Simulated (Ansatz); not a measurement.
# ZnSe: equation of state

How stiff is ZnSe, and at what volume does the pressure vanish? The cell is scaled evenly, atoms carried along, and solved with LAPW, PAW and all-electron datasets made for the crystal.

Program: Ansatz 0.2.0. Level of theory: DFT LDA, scalar-relativistic. These are calculated values, not measurements.

### Step 1. The system as given

Symmetry: F-43m, No. 216, cubic system. The conventional cell has a = 5.668 Å, b = 5.668 Å, c = 5.668 Å, α = 90.00°, β = 90.00°, γ = 90.00°. Zn (site symmetry -43m) has 4 Se at 2.45 Å as nearest neighbours. Around Se (site symmetry -43m) lie 4 Zn at 2.45 Å.

Structure file:

```
Zn Se
1.0
     0.00000    2.83380    2.83380
     2.83380    0.00000    2.83380
     2.83380    2.83380    0.00000
Zn Se
1 1
Cartesian
  0.0000 0.0000 0.0000
  4.2507 4.2507 4.2507
```

Atoms are numbered in the order of the input: Zn1, Se2.

### Step 2. Volume × 0.94, LAPW

Input file input.yaml:

```yaml
crystal:
  lattice:
    - [0.0, 2.7759511149, 2.7759511149]
    - [2.7759511149, 0.0, 2.7759511149]
    - [2.7759511149, 2.7759511149, 0.0]
  atoms:
    - { symbol: Zn, position: [0.0, 0.0, 0.0] }
    - { symbol: Se, position: [0.75, 0.75, 0.75] }
kpoints:
  mp_grid: { grid: [8, 8, 8] }
  band_path:
    path:
      - [0.0, 0.0, 0.0]
      - [-0.5, -0.5, 0.0]
      - [-0.375, -0.375, 0.25]
      - [-0.375, 0.0, 0.375]
      - [0.0, 0.0, 0.0]
      - [0.0, 0.0, 0.5]
      - [-0.5, -0.25, 0.25]
      - [-0.5, -0.5, 0.0]
    npoints: 5
scf:
  occupations: { method: fermi_dirac, width: 0.03 }
hamiltonian:
  xc: lda
  pseudopotentials: { kind: all_electron, lapw: { basis_error: 0.00025 } }
output:
  forces: true
  stress: true
  eigenvalues: true
```

On the command line:

```console
$ ansatz run input.yaml --threads 1 --pin off --max-ram 3072MiB --backend cpu --events-out ev --progress --plain --runs-dir out
```

The log of the run (excerpt; [...] marks lines left out):

```text
LAPW: plane waves up to 10.005 Å⁻¹, error target 2.5e-4 eV per atom; small_component_spin mean_spin; Zn in spheres of 1.216 Å, 20 of its electrons in bands, Dirac shells []; Se in spheres of 1.188 Å, 24 of its electrons in bands, Dirac shells []
[...]
Pseudopotentials: kind: all_electron
Pseudopotential: Zn, LAPW, valence charge 20, Koelling and Harmon's equation, gaussian nucleus
Pseudopotential: Se, LAPW, valence charge 24, Koelling and Harmon's equation, gaussian nucleus
Functional definition: SPW92
[...]
Crystal: 2 atoms, lattice volume = 42.782 Å³
Basis set: ecut = 381.40905010195127 eV, 725 PW (Γ), exchange–correlation at level 2
Bands: 27, of which v1, the nominal top of the filled ones, is band 22 counted from 1 (21 counted from 0)
Symmetry: 24 space group operations
Space group: F-43m (ITA 216), of the structure as read, at distance tolerance 3.5e-5 Å
k-points: 29 of 512 (time reversal used)
[...]
SCF iter   1: F=—  HF=-114841.972189 eV  |F-HF|=—  |Δ(HF+E_count)|=         —  Δρ=3.11e-2  dr2=6.31e-1  ethr=1.43e-3  ⟨swp⟩=2.0  Hψ=4935  notcnv=0
[...]
the basis was enlarged: its passes take 209.3 KiB over the memory plan, 1 of 1 planned eigensolver slots
[...]
SCF iter   7: F=-114841.658121 eV  HF=-114841.658121 eV  |F-HF|=3.33e-8  |Δ(HF+E_count)|=   1.02e-7  Δρ=4.91e-6  dr2=8.57e-9  ethr=1.93e-9  ⟨swp⟩=2.0  Hψ=2192  notcnv=0
[...]
NSCF: frozen V_eff on 36 k-points
SCF converged after 7 iterations
Free energy (F): -114841.658121 eV
[...]
E sigma→0 (E₀):  -114841.658121 eV
Fermi energy:    9.343039 eV
[...]
--- Forces (eV/Å), atoms counted from 1 ---
  atom   1  Zn     0.00000000    -0.00000000     0.00000000
  atom   2  Se    -0.00000000     0.00000000     0.00000000
[...]
--- Stress (GPa, compression-positive) ---
        0.633009      -0.000000      -0.000000
       -0.000000       0.633009       0.000000
       -0.000000       0.000000       0.633009
  P = ⅓ Tr σ = 0.6330 GPa (6.330 kbar)
--- Band table (eV; the first three rows and the last of 29) ---
  k-point 0: bands = ["-197.6576", "-137.6949", "-137.6949", "-137.6949", "-115.9142", "-70.5472", "-70.5472", "-70.5472", "-38.4587", "-38.4587", "-38.4587", "-38.4529", "-38.4529", "-5.0523", "1.7850", "1.7850", "1.7850", "2.2036", "2.2036", "8.6836", "8.6836", "8.6836", "9.9689", [...]
[...]
```

Wall time 19 s (1 thread of Intel Xeon Platinum 8488C (Sapphire Rapids), shared host); peak memory 0.38 GiB.

This run gives: pressure 0.63 GPa; gap 1.29 eV, direct at Γ.

### Step 3. Volume × 0.94, PAW

Input file input.yaml:

```yaml
crystal:
  lattice:
    - [0.0, 2.7759511149, 2.7759511149]
    - [2.7759511149, 0.0, 2.7759511149]
    - [2.7759511149, 2.7759511149, 0.0]
  atoms:
    - { symbol: Zn, position: [0.0, 0.0, 0.0] }
    - { symbol: Se, position: [0.75, 0.75, 0.75] }
kpoints:
  mp_grid: { grid: [8, 8, 8] }
scf:
  occupations: { method: fermi_dirac, width: 0.03 }
hamiltonian:
  xc: lda
  pseudopotentials: { kind: paw }
output:
  forces: true
  stress: true
  eigenvalues: true
  efg: { contact_densities: true }
```

On the command line:

```console
$ ansatz run input.yaml --threads 1 --pin off --max-ram 3072MiB --backend cpu --events-out ev --progress --plain --runs-dir out
```

The log of the run (excerpt; [...] marks lines left out):

```text
[...]
Pseudopotentials: kind: paw
Pseudopotential: Zn, paw, valence charge 12, recommended cutoff 420 eV (normal)
Pseudopotential: Se, paw, valence charge 16, recommended cutoff 420 eV (normal)
[... 1 set-up line as earlier in the session ...]
[...]
Crystal: 2 atoms, lattice volume = 42.782 Å³
Basis set: ecut = 420 eV, 869 PW (Γ)
Bands: 18, of which v1, the nominal top of the filled ones, is band 14 counted from 1 (13 counted from 0)
[... 2 set-up lines as earlier in the session ...]
k-points: 29 of 512 (time reversal used)
[...]
SCF iter   1: F=—  HF=-8630.851879 eV  |F-HF|=—  |Δ(HF+E_count)|=         —  Δρ=5.37e-3  dr2=6.78e-3  ethr=1.77e-3  ⟨swp⟩=5.9  Hψ=2701  notcnv=0
[...]
  atom   1  Zn    -0.00000000     0.00000000    -0.00000000
  atom   2  Se     0.00000000     0.00000000    -0.00000000
[...]
--- Stress (GPa, compression-positive) ---
        0.613447       0.000000      -0.000000
        0.000000       0.613447       0.000000
       -0.000000       0.000000       0.613447
  P = ⅓ Tr σ = 0.6134 GPa (6.134 kbar)
--- PAW observables at the nuclei: V_zz in 10²¹ V/m², potentials from the cell's mean, atoms counted from 1 ---
  atom   1  Zn V_zz =    -0.000000   η = 0.0000   by run symmetry: forbidden
            electrostatic potential = -3942.657824 V   contact ρ = 165745.910753 e/Å³
  atom   2  Se V_zz =    +0.000000   η = 0.0000   by run symmetry: forbidden
            electrostatic potential = -4710.206360 V   contact ρ = 261617.192520 e/Å³
--- Band table (eV; the first three rows and the last of 29) ---
  k-point 0: bands = ["-39.8520", "-39.8520", "-39.8520", "-39.8463", "-39.8463", "-6.4054", "0.4301", "0.4301", "0.4301", "0.8482", "0.8482", "7.3307", "7.3307", "7.3307", "8.6157", "13.0260", "13.0260", "13.0260"]
[...]
```

Wall time 3.1 s (1 thread of Intel Xeon Platinum 8488C (Sapphire Rapids), shared host); peak memory 0.41 GiB.

In short: pressure 0.61 GPa; gap on the k mesh 1.28 eV.

### Step 4. Volume × 0.94, crystal datasets

input.yaml: that of step 3 with these lines changed.

```diff
@@ -14,3 +14,3 @@
   xc: lda
-  pseudopotentials: { kind: paw }
+  pseudopotentials: { kind: all_electron, datasets: crystal }
 output:
```

On the command line:

```console
$ ansatz run input.yaml --threads 1 --pin off --max-ram 3072MiB --backend cpu --events-out ev --progress --plain --runs-dir out
```

The log of the run (excerpt; [...] marks lines left out):

```text
[...]
[... 1 set-up line as earlier in the session ...]
Pseudopotential: Zn, paw, valence charge 12, recommended cutoff 220 eV (normal), Koelling and Harmon's equation, gaussian nucleus
Pseudopotential: Se, paw, valence charge 16, recommended cutoff 220 eV (normal), Koelling and Harmon's equation, gaussian nucleus
[... 1 set-up line as earlier in the session ...]
[...]
Crystal: 2 atoms, lattice volume = 42.782 Å³
Basis set: ecut = 220 eV, 331 PW (Γ)
Bands: 13, of which v1, the nominal top of the filled ones, is band 9 counted from 1 (8 counted from 0)
[... 2 set-up lines as earlier in the session ...]
k-points: 29 of 512 (time reversal used)
[...]
SCF iter   1: F=—  HF=-114841.961872 eV  |F-HF|=—  |Δ(HF+E_count)|=         —  Δρ=3.56e-2  dr2=7.89e-1  ethr=4.57e-3  ⟨swp⟩=3.4  Hψ=2212  notcnv=0
[...]
  atom   1  Zn    -0.00000000    -0.00000000     0.00000000
  atom   2  Se     0.00000000    -0.00000000    -0.00000000
[...]
--- Stress (GPa, compression-positive) ---
        0.633326       0.000000      -0.000000
        0.000000       0.633326       0.000000
       -0.000000       0.000000       0.633326
  P = ⅓ Tr σ = 0.6333 GPa (6.333 kbar)
  It holds what live shells' own plane waves past their cutoff add
--- PAW observables at the nuclei: V_zz in 10²¹ V/m², potentials from the cell's mean, atoms counted from 1 ---
  atom   1  Zn V_zz =    -0.000000   η = 0.0000   by run symmetry: forbidden
            electrostatic potential = -3939.197123 V   contact ρ = 165814.411752 e/Å³
  atom   2  Se V_zz =    -0.000000   η = 0.0000   by run symmetry: forbidden
            electrostatic potential = -4706.683252 V   contact ρ = 261682.928656 e/Å³
--- Band table (eV; the first three rows and the last of 29) ---
  k-point 0: bands = ["-5.0523", "1.7854", "1.7854", "1.7854", "2.2041", "2.2041", "8.6836", "8.6836", "8.6836", "9.9690", "14.3797"]
[...]
```

Wall time 6.2 s (1 thread of Intel Xeon Platinum 8488C (Sapphire Rapids), shared host); peak memory 0.56 GiB.

In short: pressure 0.63 GPa; gap on the k mesh 1.29 eV.

### Step 5. Volume × 0.98, LAPW

Input file input.yaml:

```yaml
crystal:
  lattice:
    - [0.0, 2.814780635, 2.814780635]
    - [2.814780635, 0.0, 2.814780635]
    - [2.814780635, 2.814780635, 0.0]
  atoms:
    - { symbol: Zn, position: [0.0, 0.0, 0.0] }
    - { symbol: Se, position: [0.75, 0.75, 0.75] }
kpoints:
  mp_grid: { grid: [8, 8, 8] }
  band_path:
    path:
      - [0.0, 0.0, 0.0]
      - [-0.5, -0.5, 0.0]
      - [-0.375, -0.375, 0.25]
      - [-0.375, 0.0, 0.375]
      - [0.0, 0.0, 0.0]
      - [0.0, 0.0, 0.5]
      - [-0.5, -0.25, 0.25]
      - [-0.5, -0.5, 0.0]
    npoints: 5
scf:
  occupations: { method: fermi_dirac, width: 0.03 }
hamiltonian:
  xc: lda
  pseudopotentials: { kind: all_electron, lapw: { basis_error: 0.00025 } }
output:
  forces: true
  stress: true
  eigenvalues: true
```

On the command line:

```console
$ ansatz run input.yaml --threads 1 --pin off --max-ram 3072MiB --backend cpu --events-out ev --progress --plain --runs-dir out
```

The log of the run (excerpt; [...] marks lines left out):

```text
LAPW: plane waves up to 9.836 Å⁻¹, error target 2.5e-4 eV per atom; small_component_spin mean_spin; Zn in spheres of 1.234 Å, 20 of its electrons in bands, Dirac shells []; Se in spheres of 1.203 Å, 24 of its electrons in bands, Dirac shells []
[...]
[... 4 set-up lines as earlier in the session ...]
[...]
Crystal: 2 atoms, lattice volume = 44.603 Å³
Basis set: ecut = 368.5708683825143 eV, 725 PW (Γ), exchange–correlation at level 2
Bands: 27, of which v1, the nominal top of the filled ones, is band 22 counted from 1 (21 counted from 0)
[... 2 set-up lines as earlier in the session ...]
[...]
the basis was enlarged: its passes take 209.3 KiB over the memory plan, 1 of 1 planned eigensolver slots
[...]
SCF iter   7: F=-114841.648617 eV  HF=-114841.648617 eV  |F-HF|=3.08e-8  |Δ(HF+E_count)|=   1.23e-7  Δρ=5.43e-6  dr2=8.99e-9  ethr=1.93e-9  ⟨swp⟩=2.0  Hψ=2227  notcnv=0
[...]
NSCF: frozen V_eff on 36 k-points
SCF converged after 7 iterations
Free energy (F): -114841.648617 eV
[...]
E sigma→0 (E₀):  -114841.648617 eV
Fermi energy:    8.605125 eV
[...]
--- Forces (eV/Å), atoms counted from 1 ---
  atom   1  Zn     0.00000000    -0.00000000    -0.00000000
  atom   2  Se    -0.00000000     0.00000000     0.00000000
[...]
--- Stress (GPa, compression-positive) ---
       -2.193458       0.000000       0.000000
        0.000000      -2.193458       0.000000
        0.000000       0.000000      -2.193458
  P = ⅓ Tr σ = -2.1935 GPa (-21.935 kbar)
--- Band table (eV; the first three rows and the last of 29) ---
[... band rows left out ...]
[...]
```

Wall time 19 s (1 thread of Intel Xeon Platinum 8488C (Sapphire Rapids), shared host); peak memory 0.38 GiB.

In short: pressure -2.19 GPa; gap 1.11 eV, direct at Γ.

### Step 6. Volume × 0.98, PAW

Input file input.yaml:

```yaml
crystal:
  lattice:
    - [0.0, 2.814780635, 2.814780635]
    - [2.814780635, 0.0, 2.814780635]
    - [2.814780635, 2.814780635, 0.0]
  atoms:
    - { symbol: Zn, position: [0.0, 0.0, 0.0] }
    - { symbol: Se, position: [0.75, 0.75, 0.75] }
kpoints:
  mp_grid: { grid: [8, 8, 8] }
scf:
  occupations: { method: fermi_dirac, width: 0.03 }
hamiltonian:
  xc: lda
  pseudopotentials: { kind: paw }
output:
  forces: true
  stress: true
  eigenvalues: true
  efg: { contact_densities: true }
```

On the command line:

```console
$ ansatz run input.yaml --threads 1 --pin off --max-ram 3072MiB --backend cpu --events-out ev --progress --plain --runs-dir out
```

The log of the run (excerpt; [...] marks lines left out):

```text
[...]
[... 4 set-up lines as earlier in the session ...]
[...]
Crystal: 2 atoms, lattice volume = 44.603 Å³
Basis set: ecut = 420 eV, 893 PW (Γ)
Bands: 18, of which v1, the nominal top of the filled ones, is band 14 counted from 1 (13 counted from 0)
[... 2 set-up lines as earlier in the session ...]
k-points: 29 of 512 (time reversal used)
[...]
SCF iter   1: F=—  HF=-8630.842361 eV  |F-HF|=—  |Δ(HF+E_count)|=         —  Δρ=5.37e-3  dr2=7.57e-3  ethr=1.77e-3  ⟨swp⟩=5.9  Hψ=2685  notcnv=0
[...]
  atom   1  Zn    -0.00000000     0.00000000     0.00000000
  atom   2  Se     0.00000000    -0.00000000     0.00000000
[...]
--- Stress (GPa, compression-positive) ---
       -2.211745      -0.000000      -0.000000
       -0.000000      -2.211745       0.000000
       -0.000000       0.000000      -2.211745
  P = ⅓ Tr σ = -2.2117 GPa (-22.117 kbar)
--- PAW observables at the nuclei: V_zz in 10²¹ V/m², potentials from the cell's mean, atoms counted from 1 ---
  atom   1  Zn V_zz =    +0.000000   η = 0.0000   by run symmetry: forbidden
            electrostatic potential = -3942.098626 V   contact ρ = 165745.047863 e/Å³
  atom   2  Se V_zz =    -0.000000   η = 0.0000   by run symmetry: forbidden
            electrostatic potential = -4709.620636 V   contact ρ = 261618.575356 e/Å³
--- Band table (eV; the first three rows and the last of 29) ---
  k-point 0: bands = ["-40.3586", "-40.3586", "-40.3586", "-40.3537", "-40.3537", "-6.7180", "0.0006", "0.0006", "0.0006", "0.3791", "0.3791", "6.7334", "6.7334", "6.7334", "7.8464", "12.4444", "12.4444", "12.4444"]
[...]
```

Run time: 2.9 s. Hardware: 1 thread of Intel Xeon Platinum 8488C (Sapphire Rapids), shared host; peak memory 0.42 GiB.

This run gives: pressure -2.21 GPa; gap on the k mesh 1.11 eV.

### Step 7. Volume × 0.98, crystal datasets

input.yaml: that of step 6 with these lines changed.

```diff
@@ -14,3 +14,3 @@
   xc: lda
-  pseudopotentials: { kind: paw }
+  pseudopotentials: { kind: all_electron, datasets: crystal }
 output:
```

On the command line:

```console
$ ansatz run input.yaml --threads 1 --pin off --max-ram 3072MiB --backend cpu --events-out ev --progress --plain --runs-dir out
```

The log of the run (excerpt; [...] marks lines left out):

```text
[...]
[... 4 set-up lines as earlier in the session ...]
[...]
Crystal: 2 atoms, lattice volume = 44.603 Å³
Basis set: ecut = 220 eV, 331 PW (Γ)
Bands: 13, of which v1, the nominal top of the filled ones, is band 9 counted from 1 (8 counted from 0)
[... 2 set-up lines as earlier in the session ...]
k-points: 29 of 512 (time reversal used)
[...]
SCF iter   1: F=—  HF=-114841.944235 eV  |F-HF|=—  |Δ(HF+E_count)|=         —  Δρ=3.41e-2  dr2=7.96e-1  ethr=4.54e-3  ⟨swp⟩=3.1  Hψ=2198  notcnv=0
[...]
  atom   1  Zn    -0.00000000    -0.00000000    -0.00000000
  atom   2  Se     0.00000000    -0.00000000     0.00000000
[...]
--- Stress (GPa, compression-positive) ---
       -2.193832      -0.000000      -0.000000
        0.000000      -2.193832       0.000000
        0.000000       0.000000      -2.193832
  P = ⅓ Tr σ = -2.1938 GPa (-21.938 kbar)
  It holds what live shells' own plane waves past their cutoff add
--- PAW observables at the nuclei: V_zz in 10²¹ V/m², potentials from the cell's mean, atoms counted from 1 ---
  atom   1  Zn V_zz =    +0.000000   η = 0.0000   by run symmetry: forbidden
            electrostatic potential = -3938.635850 V   contact ρ = 165813.554838 e/Å³
  atom   2  Se V_zz =    +0.000000   η = 0.0000   by run symmetry: forbidden
            electrostatic potential = -4706.104520 V   contact ρ = 261684.311635 e/Å³
--- Band table (eV; the first three rows and the last of 29) ---
  k-point 0: bands = ["-5.4198", "1.3010", "1.3010", "1.3010", "1.6800", "1.6800", "8.0316", "8.0316", "8.0316", "9.1449", "13.7434"]
[...]
```

Wall time 7.3 s (1 thread of Intel Xeon Platinum 8488C (Sapphire Rapids), shared host); peak memory 0.55 GiB.

Read from it: pressure -2.19 GPa; gap on the k mesh 1.11 eV.

### Step 8. Volume × 1.01, LAPW

Input file input.yaml:

```yaml
crystal:
  lattice:
    - [0.0, 2.8432146871, 2.8432146871]
    - [2.8432146871, 0.0, 2.8432146871]
    - [2.8432146871, 2.8432146871, 0.0]
  atoms:
    - { symbol: Zn, position: [0.0, 0.0, 0.0] }
    - { symbol: Se, position: [0.75, 0.75, 0.75] }
kpoints:
  mp_grid: { grid: [8, 8, 8] }
  band_path:
    path:
      - [0.0, 0.0, 0.0]
      - [-0.5, -0.5, 0.0]
      - [-0.375, -0.375, 0.25]
      - [-0.375, 0.0, 0.375]
      - [0.0, 0.0, 0.0]
      - [0.0, 0.0, 0.5]
      - [-0.5, -0.25, 0.25]
      - [-0.5, -0.5, 0.0]
    npoints: 5
scf:
  occupations: { method: fermi_dirac, width: 0.03 }
hamiltonian:
  xc: lda
  pseudopotentials: { kind: all_electron, lapw: { basis_error: 0.00025 } }
output:
  forces: true
  stress: true
  eigenvalues: true
```

On the command line:

```console
$ ansatz run input.yaml --threads 1 --pin off --max-ram 3072MiB --backend cpu --events-out ev --progress --plain --runs-dir out
```

The log of the run (excerpt; [...] marks lines left out):

```text
LAPW: plane waves up to 9.714 Å⁻¹, error target 2.5e-4 eV per atom; small_component_spin mean_spin; Zn in spheres of 1.248 Å, 20 of its electrons in bands, Dirac shells []; Se in spheres of 1.215 Å, 24 of its electrons in bands, Dirac shells []
[...]
[... 4 set-up lines as earlier in the session ...]
[...]
Crystal: 2 atoms, lattice volume = 45.968 Å³
Basis set: ecut = 359.50668723388395 eV, 725 PW (Γ), exchange–correlation at level 2
Bands: 27, of which v1, the nominal top of the filled ones, is band 22 counted from 1 (21 counted from 0)
[... 1 set-up line as earlier in the session ...]
Space group: F-43m (ITA 216), of the structure as read, at distance tolerance 3.6e-5 Å
[...]
the search or the solves at the SCF's close seem to have found levels that the self-consistency loop had missed (the run counts 1). By its estimate they hold under 1e-12 electrons; where the run keeps them, the occupations were computed again with them
NSCF: frozen V_eff on 36 k-points
SCF converged after 7 iterations
Free energy (F): -114841.622356 eV
[...]
E sigma→0 (E₀):  -114841.622356 eV
Fermi energy:    8.091771 eV
[...]
--- Forces (eV/Å), atoms counted from 1 ---
  atom   1  Zn     0.00000000    -0.00000000    -0.00000000
  atom   2  Se    -0.00000000     0.00000000     0.00000000
[...]
--- Stress (GPa, compression-positive) ---
       -3.918474      -0.000000      -0.000000
       -0.000000      -3.918474       0.000000
       -0.000000       0.000000      -3.918474
  P = ⅓ Tr σ = -3.9185 GPa (-39.185 kbar)
--- Band table (eV; the first three rows and the last of 29) ---
[... band rows left out ...]
[...]
```

It took 19 s on 1 thread of Intel Xeon Platinum 8488C (Sapphire Rapids), shared host; peak memory 0.36 GiB.

Read from it: pressure -3.92 GPa; gap 0.99 eV, direct at Γ.

### Step 9. Volume × 1.01, PAW

Input file input.yaml:

```yaml
crystal:
  lattice:
    - [0.0, 2.8432146871, 2.8432146871]
    - [2.8432146871, 0.0, 2.8432146871]
    - [2.8432146871, 2.8432146871, 0.0]
  atoms:
    - { symbol: Zn, position: [0.0, 0.0, 0.0] }
    - { symbol: Se, position: [0.75, 0.75, 0.75] }
kpoints:
  mp_grid: { grid: [8, 8, 8] }
scf:
  occupations: { method: fermi_dirac, width: 0.03 }
hamiltonian:
  xc: lda
  pseudopotentials: { kind: paw }
output:
  forces: true
  stress: true
  eigenvalues: true
  efg: { contact_densities: true }
```

On the command line:

```console
$ ansatz run input.yaml --threads 1 --pin off --max-ram 3072MiB --backend cpu --events-out ev --progress --plain --runs-dir out
```

The log of the run (excerpt; [...] marks lines left out):

```text
[...]
[... 4 set-up lines as earlier in the session ...]
[...]
Crystal: 2 atoms, lattice volume = 45.968 Å³
Basis set: ecut = 420 eV, 893 PW (Γ)
Bands: 18, of which v1, the nominal top of the filled ones, is band 14 counted from 1 (13 counted from 0)
[... 2 set-up lines as earlier in the session ...]
k-points: 29 of 512 (time reversal used)
[...]
SCF iter   1: F=—  HF=-8630.815996 eV  |F-HF|=—  |Δ(HF+E_count)|=         —  Δρ=5.33e-3  dr2=8.10e-3  ethr=1.77e-3  ⟨swp⟩=6.0  Hψ=2644  notcnv=0
[...]
  atom   1  Zn    -0.00000000     0.00000000     0.00000000
  atom   2  Se     0.00000000    -0.00000000     0.00000000
[...]
--- Stress (GPa, compression-positive) ---
       -3.936251      -0.000000      -0.000000
       -0.000000      -3.936251       0.000000
       -0.000000       0.000000      -3.936251
  P = ⅓ Tr σ = -3.9363 GPa (-39.363 kbar)
--- PAW observables at the nuclei: V_zz in 10²¹ V/m², potentials from the cell's mean, atoms counted from 1 ---
  atom   1  Zn V_zz =    -0.000000   η = 0.0000   by run symmetry: forbidden
            electrostatic potential = -3941.706460 V   contact ρ = 165744.500535 e/Å³
  atom   2  Se V_zz =    +0.000000   η = 0.0000   by run symmetry: forbidden
            electrostatic potential = -4709.216405 V   contact ρ = 261619.582447 e/Å³
--- Band table (eV; the first three rows and the last of 29) ---
  k-point 0: bands = ["-40.7138", "-40.7138", "-40.7138", "-40.7094", "-40.7094", "-6.9389", "-0.3043", "-0.3043", "-0.3043", "0.0470", "0.0470", "6.3185", "6.3185", "6.3185", "7.3107", "12.0370", "12.0370", "12.0370"]
[...]
```

Run time: 8.3 s. Hardware: 1 thread of Intel Xeon Platinum 8488C (Sapphire Rapids), shared host; peak memory 0.41 GiB.

In short: pressure -3.94 GPa; gap on the k mesh 0.99 eV.

(Part 1 of 2 ends here.)
